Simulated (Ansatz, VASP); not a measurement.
**Two plane-wave programs on Si2W**

The input INCAR:

```
SYSTEM = Si2W
PREC = Accurate ; ENCUT = 520
EDIFF = 1E-7 ; ISMEAR = -1
SIGMA = 0.05 ; LREAL = .False.
LASPH = .True. ; NELM = 80
ALGO = Normal ; ISIF = 2
LWAVE = .False. ; LCHARG = .False.
GGA = PS ; NBANDS = 18
```

Contents of KPOINTS:

```
Automatic mesh
0
Gamma
  12 12 12
  0 0 0
```

POSCAR

```
Si2W
1.0
   -1.6175420320      1.6175420320      3.9408775768
    1.6175420320     -1.6175420320      3.9408775768
    1.6175420320      1.6175420320     -3.9408775768
W Si
1 2
Direct
    0.0000000000      0.0000000000      0.0000000000
    0.6653000000      0.6653000000      0.0000000000
    0.3347000000      0.3347000000      0.0000000000
```

input.yaml

```yaml
crystal:
  lattice:
    - [-1.617542032, 1.617542032, 3.9408775768]
    - [1.617542032, -1.617542032, 3.9408775768]
    - [1.617542032, 1.617542032, -3.9408775768]
  atoms:
    - { symbol: W, position: [0.0, 0.0, 0.0] }
    - { symbol: Si, position: [0.6653, 0.6653, 0.0] }
    - { symbol: Si, position: [0.3347, 0.3347, 0.0] }
hamiltonian:
  xc: pbesol
  pseudopotentials: { kind: paw }
kpoints:
  mp_grid: { grid: [12, 12, 12] }
scf:
  occupations: { method: fermi_dirac, width: 0.05 }
output:
  forces: true
  stress: true
  eigenvalues: true
  write_density: true
  write_potential: true
  elf: true
  volumetric_format: npy
```

Change from the starting cell: volume scaled by 1.02.

Alike in both runs: task single point; functional PBEsol; k mesh 12 × 12 × 12; occupations fermi-dirac, width 0.05 eV; no spin polarisation.

|  | VASP | Ansatz |
| --- | --- | --- |
| version | VASP 6.6.1 | Ansatz 0.2.0 |
| potentials or method | VASP PAW PBE potentials, release 64 (W_sv, Si) | Ansatz PAW |
| plane-wave cutoff (eV) | 520 | 420 |
| valence electrons in the cell | 22 | 22 |

Ansatz gave:

```
gap on the k mesh at the Fermi level (eV) : none
pressure (GPa)                            : -6.3
rms of the force components (eV/Å)        : 0.014
```

Task: Which values does VASP return?

Result: gap on the k mesh at the Fermi level (eV): none; pressure (GPa): -6.0; rms of the force components (eV/Å): 0.012.

Atom by atom the forces differ by 0.002 eV/Å (rms over components). A gap of «none» marks a metal or a gap that the smearing closes. With one functional, cell and mesh, what is left measures potentials, basis and numerics.

Caveats: the PAW data sets were made with another functional, which shifts forces and pressure a little (VASP); the PAW data sets come from PBE, with cores solved anew for the run's functional, which leaves a small shift of forces and pressure (Ansatz). The runs have no spin-orbit coupling, so splittings on W are missing.
